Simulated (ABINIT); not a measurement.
The system is Sb.

```
Sb
1.0
     3.16000    0.00000    0.00000
     0.00000    3.16000    0.00000
     0.00000    0.00000    3.16000
Sb
1
Direct
  0.00000 0.00000 0.00000
```

This isn't the form of Sb at room conditions, which is rhombohedral.

Base run:

| Item | Value |
| --- | --- |
| Program | ABINIT 10.8.3 (patched build) |
| Functional | r2SCAN |
| Potentials or basis | JTH PAW PBE v2.0 |
| Cutoff | 517 eV |
| k mesh | 8 × 8 × 8 |
| Occupations | fermi-dirac, width 0.05 eV |
| Spin | no spin polarisation |

Its results: band gap on the k mesh none (metal or under the smearing width); pressure -3.4 GPa.

Q: The run is repeated on the same cell with these changes: functional from r2SCAN to WC. What comes out?

A: Band gap on the k mesh none (metal or under the smearing width); pressure -4.7 GPa.

Caveats: the PAW data sets were made with another functional, which shifts forces and pressure a little.
